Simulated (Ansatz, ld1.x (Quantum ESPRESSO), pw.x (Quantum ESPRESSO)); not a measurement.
From atom to crystal: TM potential for vanadium (V)

ld1.x (Quantum ESPRESSO) 7.5 input, shortened:

```
&input
   title='V', zed=23., rel=1, dft='PBESOL', iswitch=3,
   config='[Ar] 3d3 4s2 4p0'
 /
 &inputp
   pseudotype=2, tm=.true., lloc=0,
   nlcc=.true., new_core_ps=.true., rcore=1.30
 /
3
4P  2  1   0.00   0.00  3.50  3.50  0.0
3D  3  2   3.00   0.00  1.60  1.60  0.0
4S  1  0   2.00   0.00  2.10  2.10  0.0
 &test
   configts(1)='3d3 4s2 4p0'
 /
```

Crystal test: fcc V in pw.x 7.5, no spin, 15³ k-points, Fermi–Dirac smearing 0.01 Ry, cutoffs 120/480 Ry. The lattice is a test structure that the element need not adopt, and mesh and smearing are coarse.

pw.x input:

```
&control
  calculation='scf', prefix='x', pseudo_dir='./', outdir='./tmp', tstress=.true., disk_io='none'
/
&system
  ibrav=0, nat=1, ntyp=1, ecutwfc=120, ecutrho=480, nbnd=9,
  occupations='smearing', smearing='fd', degauss=0.01
/
&electrons
  conv_thr=1e-09, mixing_beta=0.4, electron_maxstep=70
/
ATOMIC_SPECIES
V 1.0 V.UPF
CELL_PARAMETERS angstrom
  0.00000000 1.88712439 1.88712439
  1.88712439 0.00000000 1.88712439
  1.88712439 1.88712439 0.00000000
ATOMIC_POSITIONS crystal
V 0.0000 0.0000 0.0000
K_POINTS automatic
15 15 15 0 0 0
```

```bash
pw.x < V.scf.in > V.scf.out
```

Q: How does the run end?

A: It converges; the pressure is 13.10 GPa against -0.24 GPa from all-electron LAPW. The largest radius (3.50 bohr) exceeds half the bond length (2.52 bohr), so the spheres overlap, which is one possible source of error among others. This is a poor potential for the solid. The log shows:

```
     number of electrons       =         5.00
     number of Kohn-Sham states=            9
     kinetic-energy cutoff     =     120.0000  Ry
     charge density cutoff     =     480.0000  Ry
     scf convergence threshold =      1.0E-09
     Exchange-correlation= PBESOL
     number of k points=   120  Fermi-Dirac smearing, width (Ry)=  0.0100
     iteration #  1     ecut=   120.00 Ry     beta= 0.40
     total energy              =     -29.36357959 Ry
     estimated scf accuracy    <       0.04234493 Ry
     iteration #  2     ecut=   120.00 Ry     beta= 0.40
     total energy              =     -29.37019939 Ry
     estimated scf accuracy    <       0.00111399 Ry
     iteration #  3     ecut=   120.00 Ry     beta= 0.40
     total energy              =     -29.37023122 Ry
     estimated scf accuracy    <       0.00029105 Ry
     iteration #  4     ecut=   120.00 Ry     beta= 0.40
     total energy              =     -29.37023608 Ry
     estimated scf accuracy    <       0.00000066 Ry
     iteration #  5     ecut=   120.00 Ry     beta= 0.40
     total energy              =     -29.37023643 Ry
     estimated scf accuracy    <       0.00000019 Ry
     iteration #  6     ecut=   120.00 Ry     beta= 0.40
     total energy              =     -29.37023641 Ry
     estimated scf accuracy    <       0.00000021 Ry
     iteration #  7     ecut=   120.00 Ry     beta= 0.40
     the Fermi energy is    11.1773 ev
!    total energy              =     -29.37023644 Ry
     estimated scf accuracy    <          8.4E-10 Ry
     smearing contrib. (-TS)   =      -0.00764364 Ry
     The total energy is F=E-TS. E is the sum of the following terms:
     one-electron contribution =       8.38553116 Ry
     hartree contribution      =       0.82794805 Ry
     xc contribution           =     -22.50529430 Ry
     ewald contribution        =     -16.07077770 Ry
     convergence has been achieved in   7 iterations
          total   stress  (Ry/bohr**3)                   (kbar)     P=      130.98
     Message from routine punch:
     Nothing written, as per user request (disk_io='none')
```
